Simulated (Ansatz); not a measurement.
# CsCl: how the settings move a single-point run

Question: which choices in the input matter for CsCl?

Program: Ansatz 0.2.0. Level of theory: reference: DFT, PBE, all-electron LAPW, scalar-relativistic. These are calculated values, not measurements.

## (1) The starting structure

The structure is cubic, space group Pm-3m (No. 221). The conventional cell has a = 4.123 Å, b = 4.123 Å, c = 4.123 Å, α = 90.00°, β = 90.00°, γ = 90.00°. Around Cs (site symmetry m-3m) lie 8 Cl at 3.57 Å. Cl (site symmetry m-3m) has 8 Cs at 3.57 Å in its first shell of neighbours.

Structure file:

```
CELL_PARAMETERS angstrom
4.12300 0.00000 0.00000
0.00000 4.12300 0.00000
0.00000 0.00000 4.12300
ATOMIC_POSITIONS crystal
Cs 0.00000 0.00000 0.00000
Cl 0.50000 0.50000 0.50000
```

## (2) Reference

input.yaml reads:

```yaml
crystal:
  lattice:
    - [4.123, 0.0, 0.0]
    - [0.0, 4.123, 0.0]
    - [0.0, 0.0, 4.123]
  atoms:
    - { symbol: Cs, position: [0.0, 0.0, 0.0] }
    - { symbol: Cl, position: [0.5, 0.5, 0.5] }
kpoints:
  mp_grid: { grid: [6, 6, 6] }
scf:
  occupations: { method: fermi_dirac, width: 0.03 }
hamiltonian:
  xc: pbe
  pseudopotentials:
    kind: all_electron
    lapw: { basis_error: 0.001 }
    dirac_shells: { Cs: ["3p", "3d"] }
output:
  forces: true
  stress: true
  eigenvalues: true
```

Command:

```bash
$ ansatz run input.yaml --threads 1 --pin off --max-ram 2048MiB --backend cpu --events-out ev --progress --plain --runs-dir out
```

## (3) Changed: lower_state_search light, dispersion d3bj

Changes to input.yaml since step 2:

```diff
@@ -12,2 +12,3 @@
   occupations: { method: fermi_dirac, width: 0.03 }
+  lower_state_search: light
 hamiltonian:
@@ -18,2 +19,3 @@
     dirac_shells: { Cs: ["3p", "3d"] }
+  dispersion: d3bj
 output:
```

Before running it: what results should come out? Wanted: for each run, ending; energy change; pressure; gap; force.

**Answer**, as computed:

```csv
run,ending,energy change,pressure (GPa),gap (eV),force (eV/Å),cycles,time
reference,converged,0,1.0,5.27,0.00,8,4.5 s
"1: lower_state_search light, dispersion d3bj",converged,-207.6 meV/atom (dispersion and other settings together),0.1,5.27,0.00,8,4.5 s
```

Residual by cycle in the longest SCF loop of each run; runs are numbered as in the table. The quantity is the density residual dr2, in eV.

```csv
cycle,reference,run 1
1,0.406,0.406
2,0.0874,0.0874
3,0.0427,0.0427
4,0.00106,0.00106
5,1.4e-5,1.4e-5
6,6.9e-7,6.9e-7
7,4.5e-8,4.5e-8
8,9.7e-9,9.7e-9
```

What this shows: The energy moves by -207.6 meV/atom, nearly all of it the dispersion term itself (-207.6 meV/atom); that offset belongs to the model and is no gain or loss of stability; the pressure goes from 1.0 to 0.1 GPa. The gap of the reference lacks spin-orbit coupling, though the cell holds Cs.

The gaps are Kohn-Sham values of a semilocal functional, not quasiparticle or optical gaps. Such gaps usually fall short of the measured ones.
